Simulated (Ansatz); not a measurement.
# ZnS: pressure against volume, fitted

```xyz
4
Lattice="3.8110 0.0000 0.0000 -1.9055 3.3004 0.0000 0.0000 0.0000 6.2340" Properties=species:S:1:pos:R:3 pbc="T T T"
Zn    0.0000    2.2003    0.0000
Zn    1.9055    1.1001    3.1170
S     0.0000    2.2003    2.4001
S     1.9055    1.1001    5.5171
```

Atom numbers follow the list: Zn1, Zn2, S3, S4.

The cell is COD entry 9008878, as deposited and not checked against the literature; nothing was relaxed. It differs from other determinations.

The calculation used DFT, PBE, all-electron LAPW, scalar-relativistic (Ansatz 0.2.0).

Numerical set-up: a Γ-centred 8×8×5 k mesh, Fermi–Dirac smearing of 0.03 eV, basis error target 1 meV/atom, no spin polarisation.

The cell is scaled evenly. Fractional coordinates are held (clamped ions).

```
V (Å³/atom)  P (GPa)
     18.436     7.88
     18.819     5.87
     19.211     4.01
     19.407     3.16
     19.603     2.34
     19.799     1.57
     19.995     0.84
     20.387    -0.51
     20.779    -1.72
```

Q: Fit a third-order Birch–Murnaghan curve to the pressures.

A: P = (3B0/2)(y^(7/2) − y^(5/2))[1 + (3/4)(B0′ − 4)(y − 1)] with y = (V0/V)^(2/3) fits within 0.01 GPa for V0 = 20.234 Å³/atom, B0 = 68.8 GPa and B0′ = 4.45.

Q: Predict the pressure at the withheld volume, 18.427 Å³/atom.

A: There y = 1.0644, so the fit gives 7.94 GPa; the run gave 7.93 GPa.
